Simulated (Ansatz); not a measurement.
**What moves the field gradients of B6As?**

Cell of run 1: a computed structure from the Materials Project (it need not be an observed phase), atoms as given.

```cif
data_B6As
_symmetry_space_group_name_H-M 'R-3m:H'
_symmetry_Int_Tables_number 166
_cell_length_a 6.1368
_cell_length_b 6.1368
_cell_length_c 11.8948
_cell_angle_alpha 90.000
_cell_angle_beta 90.000
_cell_angle_gamma 120.000
loop_
_atom_site_label
_atom_site_type_symbol
_atom_site_symmetry_multiplicity
_atom_site_Wyckoff_symbol
_atom_site_fract_x
_atom_site_fract_y
_atom_site_fract_z
B1 B 18 h 0.8968 0.7936 0.1185
B3 B 18 h 0.1831 0.8169 0.6387
As As 6 c 0.0000 0.0000 0.6006
```

One atom of each set is listed; the run and its k-mesh use a cell of 14 atoms with edges of 5.32, 5.32, 5.32 Å.

All runs are DFT with Ansatz 0.2.0 (plane waves and PAW, scalar-relativistic unless spin–orbit coupling is named, Γ-centred meshes, Fermi–Dirac smearing where given) in this cell.

Run 1: PBE, atoms as given; 420 eV, 6×6×6 k-points, smearing 0.05 eV.
Run 2: r2SCAN, atoms as given; 500 eV, 6×6×6 k-points, smearing 0.05 eV.
Run 3: PBEsol, atoms as given; 420 eV, 6×6×6 k-points, smearing 0.05 eV.

Problem. What does each run give, and what moves the gradients most?

Solution. 

```json
{"run": "1", "B1 V_zz (η)": "-1.25 (0.25)", "B3 V_zz (η)": "0.28 (0.66)", "As V_zz (η)": "18.77 (0.00)"}
{"run": "2", "B1 V_zz (η)": "-1.26 (0.25)", "B3 V_zz (η)": "0.30 (0.63)", "As V_zz (η)": "19.56 (0.00)"}
{"run": "3", "B1 V_zz (η)": "-1.24 (0.26)", "B3 V_zz (η)": "0.28 (0.64)", "As V_zz (η)": "18.97 (0.00)"}
```

V_zz in 10²¹ V/m². Against run 1, the gradient tensors on these sites move by at most 0.79 in run 2 (As), 0.21 in run 3 (As).
